The 12x12x12 row looks wrong. Its free energy agrees with that of the finest mesh to the printed 1 meV per atom, yet its pressure lies 0.19 GPa too low. The two coarser meshes err towards high pressure, so this one has overshot. The next mesh comes back up and ends slightly above the finest. An engineer who watched only the energy would have settled on 12x12x12 as soon as the next mesh gave the same value, and never seen this.

Ansatz 0.2.0 calculations for fcc rhodium at 13.75 Å³ per atom, using all-electron LAPW and scalar-relativistic PBE without spin polarisation. Fermi-Dirac smearing is 0.08 eV wide and the basis error target is 1 meV/atom. Pressure is positive in compression, and the energy is the free energy less that of spherical, unpolarised free atoms.

```
  k mesh  pressure (GPa)  energy less free atoms (eV/atom)
   5x5x5           8.799                            -7.146
   8x8x8           6.821                            -7.253
12x12x12           5.737                            -7.280
16x16x16           5.984                            -7.280
22x22x22           5.922                            -7.280
```

All five rows describe the same rhodium crystal with the same atoms in the same places. What changes is the k mesh, the grid of electron wavelengths and directions over which the calculation averages. The differences are therefore sampling errors, and the finest mesh serves as the yardstick for them. The energy is counted from spherical, unpolarised atoms, a common zero that drops out when rows are compared.

The tempting explanation is that the pressure error shrinks smoothly with the mesh, so that a few cheap runs can be extrapolated. A straight line in 1/N², where N is the number of mesh points along each direction, was fitted to the three coarser meshes. For the finest mesh, which took no part in the fit, it predicts 5.4 GPa, while the calculation gives 5.9 GPa. The line takes the dip for part of a steady descent and carries on downwards. No error that keeps one sign can describe a pressure that falls below its final value and then returns.

A second explanation is that the pressure merely repeats the energy error in other units. In that case the two errors should keep a fixed ratio. They don't: 100 meV of energy error goes with 2.1 GPa at 5x5x5 and with 3.3 GPa at 8x8x8. Even at the larger ratio, an energy difference of 1 meV would carry only about 0.03 GPa, far less than the dip at 12x12x12.

The third explanation starts from what a mesh does in a metal. Each mesh point stands for a small region of electron states and gives the whole region its own occupation. The Fermi surface, which divides filled from empty states, cuts through many of these regions. Some states are therefore counted as filled that should be empty, and others the reverse. As the mesh is refined, the surface cuts the regions in new places, so the net error can change sign.

On a fairly fine mesh, such a mistake is cheap in energy. The number of electrons is fixed, so a wrongly filled state is paid for by a wrongly emptied one, and both lie close to the Fermi energy. On a coarse mesh each region spans a wider range of energies, and the free energy suffers too: at 5x5x5 it is 134 meV too high. Pressure asks a different question: how fast does each level rise when the crystal is squeezed? Two states of equal energy can answer it quite differently, for instance when one is a compact d state and the other spreads widely between the atoms. Exchanging them leaves the energy almost unchanged but alters the pressure.

The occupations leave a visible trace in the entropy term, which measures how many states near the Fermi energy are partly filled. At 12x12x12 it is 24 meV, against 28 meV on the finest mesh. Across all five rows the pressure, the entropy term and the Fermi energy stand in the same order, with 12x12x12 lowest in each. This supports the third explanation, although the three quantities depend on the same occupations and are not independent witnesses. Runs with a different smearing width, which would test the cause more directly, remain to be done.

A short calculation shows how a flat energy can hide a moving pressure. Let K be the kinetic energy of the electrons, U the rest of the internal energy E, and V the volume. Stretch every length by a small fraction x, and let the mesh stretch with the crystal. Kinetic energy then falls by 2xK, and the volume grows by 3xV. The rest, U, is treated as pure Coulomb energy, which shrinks in size by the fraction x. The electron waves may simply be stretched along with the crystal and their occupations held fixed, because both already minimise the free energy. This gives the pressure P:

P = (2K + U) / 3V = (K + E) / 3V

The pressure thus contains the kinetic energy a second time, without the potential energy that offsets it in the total. For the 8x8x8 mesh, K is 149 meV and E is 37 meV above the finest mesh, and the cell holds 13.75 Å³. With 1 eV/Å³ equal to about 160 GPa, the estimate is:

ΔP = (0.149 + 0.037) eV / (3 × 13.75 Å³) = 0.0045 eV/Å³ ≈ 0.72 GPa

The calculation itself gives 0.90 GPa, so the estimate, which has no adjustable constant, recovers 80% of the error. Most of it comes from the kinetic energy. At 12x12x12 the same thing happens in reverse: the kinetic energy is 22 meV too low, other terms make up for it, and the free energy shows no trace.

The formula is bookkeeping rather than a proof of the cause, and it has a clear weakness. It recovers 80 to 93% of the pressure error in three rows, but only 55% of the dip at 12x12x12. The share at 16x16x16 is rough, because it rests on small differences between energies rounded to 1 meV. Applied to the absolute energies instead of differences, it would give about 21000 GPa, chiefly because the inner electrons of rhodium are relativistic and their kinetic energy doesn't scale in the simple way. Most of that fault cancels between meshes; what survives may explain part of the misfit, though this was not tested separately. The correlation energy, which is part of U, doesn't scale exactly like Coulomb energy either. The output after this text lists the comparison for every mesh.

For practical work the errors are easier to judge as volumes. With a bulk modulus of roughly 260 GPa, a recalled value, the pressure error at 5x5x5 corresponds to about 1% in volume. The dip at 12x12x12 corresponds to less than 0.1%, which is harmless for many purposes but not for a fine comparison of pressures. The 5.9 GPa that remain on the finest mesh are a different matter. PBE prefers a somewhat larger rhodium crystal, and the same bulk modulus puts the cell edge here about 0.8% too short for it. No finer mesh will remove that pressure.

The mechanism also tells where to expect such trouble. It needs a Fermi surface, so a solid whose bands are all either full or empty escapes this particular error, though its mesh must still be converged. In a metal, a wider smearing softens the boundary between filled and empty states and calms the pressure, at the price of a free energy further from its zero-temperature value.

The rule for this crystal is to converge the quantity that will be used. For the free energy at this smearing, 12x12x12 is enough; for the pressure, 16x16x16 comes within about 0.06 GPa of the finest mesh. Accept a pressure only after two successive refinements have left it within the tolerance, and don't extrapolate it from coarse meshes.

Numerical output:

```
Differences from the finest mesh:
       row  pressure GPa  free energy meV  internal energy meV  kinetic energy meV
     5x5x5         2.877              134                  166                 525
     8x8x8         0.899               27                   37                 149
  12x12x12        -0.185                0                   -4                 -22
  16x16x16         0.062                0                    1                  12
  22x22x22             0                0                    0                   0
Virial accounting of the pressure difference:
       row  from K and E GPa  misfit GPa  entropy term meV  Fermi energy eV
     5x5x5             2.684     -0.1934              59.7            24.83
     8x8x8            0.7224     -0.1766             38.15            24.62
  12x12x12            -0.101     0.08403             24.33            24.56
  16x16x16           0.05049    -0.01151             29.55            24.57
  22x22x22                 0           0             28.11            24.57
fit of pressure on 3 rows (nk < 14): constant 5.239 +/- 0.23, coefficient of inv2 90.14 +/- 9.1; rms 0.127, worst 8x8x8 -0.174, leave-one-out rms 0.673
  rows outside the fit (model, value, miss): 16x16x16 5.591, 5.984, -0.393; 22x22x22 5.425, 5.922, -0.497
Pressure error per 100 meV of energy error at 5x5x5 in GPa: 2.147
Pressure error per 100 meV of energy error at 8x8x8 in GPa: 3.33
Pressure that 1 meV would carry at the larger ratio in GPa: 0.0333
Share of the pressure error given by the virial accounting at 5x5x5 in percent: 93.28
The same share at 8x8x8 in percent: 80.35
The same share at 12x12x12 in percent: 54.58
The same share at 16x16x16 in percent: 81.43
Absolute K+E over 3V at the finest mesh in GPa: 21103
Rise of the entropy term from 12x12x12 to 16x16x16 in meV: 5.22
Rise of the internal energy from 12x12x12 to 16x16x16 in meV: 5
Rough volume error from the 5x5x5 pressure error in percent: 1.107
Rough volume error from the 12x12x12 pressure error in percent: -0.07115
Rough lattice misfit behind the remaining pressure in percent: 0.7592
```
